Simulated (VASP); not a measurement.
The system is Ir.

```xyz
1
Lattice="0.0000 1.9156 1.9156 1.9156 0.0000 1.9156 1.9156 1.9156 0.0000" Properties=species:S:1:pos:R:3 pbc="T T T"
Ir    0.0000    0.0000    0.0000
```

* Program: VASP 6.6.1
* Task: single point
* Functional: PBEsol
* Potentials or basis: VASP PAW PBE potentials, release 64 (Ir)
* Cutoff: 520 eV
* k mesh: 12 × 12 × 12
* Occupations: fermi-dirac, width 0.05 eV
* Spin: no spin polarisation

On this cell: pressure 0.3 GPa; band gap on the k mesh none (metal or under the smearing width).

The same run follows on a disturbed copy (cell strained at random at fixed volume):

```
CELL_PARAMETERS angstrom
-0.00903 1.95837 1.93892
1.89839 0.02290 1.90699
1.89968 1.92773 0.02161
ATOMIC_POSITIONS crystal
Ir 0.99766 0.99684 0.98575
```

Question: What changes?

Answer: The energy (extrapolated to zero smearing) moves by +12.8 meV/atom; pressure 0.7 GPa; band gap on the k mesh none (metal or under the smearing width).

Stress tensor (GPa, compression positive):
```
 2.84  1.23  1.73
 1.23 -2.40 -8.31
 1.73 -8.31  1.62
```

Caveats: the PAW data sets were made with another functional, which shifts forces and pressure a little.
